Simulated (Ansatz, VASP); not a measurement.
**One calculation of Y, two programs**

```
Y
1.0
     0.00000    2.47669    2.47669
     2.47669    0.00000    2.47669
     2.47669    2.47669    0.00000
Y
1
Cartesian
  0.0000 0.0000 0.0000
```

Change from the starting cell: volume scaled by 0.99.

Alike in both runs: task single point; functional LDA; k mesh 13 × 13 × 13; occupations fermi-dirac, width 0.05 eV; no spin polarisation.

```csv
,VASP,Ansatz
version,VASP 6.6.1,Ansatz 0.2.0
potentials or method,"VASP PAW LDA potentials, release 64 (Y_sv), cutoff 520 eV","all-electron LAPW, scalar-relativistic"
```

VASP gave:

| Quantity | Value |
| --- | --- |
| pressure (GPa) | -1.5 |

Problem. Estimate Ansatz's values.

Solution. Pressure (GPa): -1.3.

Ansatz ran all-electron here, so the differences hold the error of VASP's frozen core and of both bases.
